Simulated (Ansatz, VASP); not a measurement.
**PbF2: VASP beside Ansatz**

The input INCAR:

```
ALGO = Normal
EDIFF = 1E-6
ENCUT = 520
GGA = PE
ISIF = 2
ISMEAR = 0
LASPH = True
LCHARG = True
LELF = True
LREAL = False
LVHAR = True
LWAVE = False
NBANDS = 21
NELM = 60
PREC = Accurate
SIGMA = 0.02
```

File KPOINTS:

```
k-points
0
Gamma
  8 8 8
```

Contents of POSCAR:

```
PbF2
1.0
    0.0000000000      3.0228321240      3.0228321240
    3.0228321240      0.0000000000      3.0228321240
    3.0228321240      3.0228321240      0.0000000000
Pb F
1 2
Direct
    0.0000000000      0.0000000000      0.0000000000
    0.2500000000      0.2500000000      0.2500000000
    0.7500000000      0.7500000000      0.7500000000
```

Input for Ansatz:

```yaml
crystal:
  lattice:
    - [0.0, 3.022832124, 3.022832124]
    - [3.022832124, 0.0, 3.022832124]
    - [3.022832124, 3.022832124, 0.0]
  atoms:
    - { symbol: Pb, position: [0.0, 0.0, 0.0] }
    - { symbol: F, position: [0.25, 0.25, 0.25] }
    - { symbol: F, position: [0.75, 0.75, 0.75] }
basis:
  ecutwfc: 420
kpoints:
  mp_grid: { grid: [8, 8, 8] }
hamiltonian:
  xc: pbe
scf:
  occupations: { method: gaussian, width: 0.02 }
output:
  forces: true
  stress: true
  eigenvalues: true
```

Alike in both runs: task single point; functional PBE; k mesh 8 × 8 × 8; occupations gaussian, width 0.02 eV; no spin polarisation.

```csv
,VASP,Ansatz
version,VASP 6.6.1,Ansatz 0.2.0
potentials or method,"VASP PAW PBE potentials, release 64 (Pb_d, F)","scalar-relativistic, plane waves, PAW"
plane-wave cutoff (eV),520,420
valence electrons in the cell,28,28
```

VASP gave:

```
gap on the k mesh at the Fermi level (eV) : 4.41
least direct gap on the mesh (eV)         : 4.56
pressure (GPa)                            : -1.6
```

Task: What did Ansatz give for the same quantities?

Result: gap on the k mesh at the Fermi level (eV): 4.42; least direct gap on the mesh (eV): 4.56; pressure (GPa): -1.4.

With one functional, cell and mesh, what is left measures potentials, basis and numerics.

Caveats: spin-orbit coupling is left out, which as a rule narrows the gap of such compounds by several tenths of an eV. A k mesh can miss the band edges.
